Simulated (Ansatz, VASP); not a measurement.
One calculation of Co, two programs

```
Co
1.0
     2.52228    0.00000    0.00000
    -1.26114    2.18436    0.00000
     0.00000    0.00000    4.06361
Co
2
Direct
  0.33333 0.66667 0.25000
  0.66667 0.33333 0.75000
```

Alike in both runs: task single point; functional PBE; k mesh 24 × 24 × 13; occupations fermi-dirac, width 0.1 eV; no spin polarisation.

|  | VASP | Ansatz |
| --- | --- | --- |
| version | VASP 6.6.1 | Ansatz 0.2.0 |
| potentials or method | VASP PAW PBE potentials, release 64 (Co) | plane waves (420 eV) with PAW, scalar-relativistic |
| plane-wave cutoff (eV) | 520 | 420 |
| valence electrons in the cell | 18 | 34 |

|  | VASP | Ansatz | Ansatz less VASP |
| --- | --- | --- | --- |
| pressure (GPa) | -16.3 | -16.1 | +0.20 |
| largest component of the traceless stress (GPa) | 0.31 | 0.26 | -0.052 |

The functional is the same, so the differences come from potentials, cutoffs and numerics. The two sets of potentials don't hold the same shells in valence.

Caveats: so large a pressure means that the cell lies far from this level's equilibrium, or that cutoff or potentials fall short (VASP); the run has no spin polarisation, though such a crystal can be magnetic. Spin polarisation is off, so any magnetic state and its effect on volume and gap are missing.
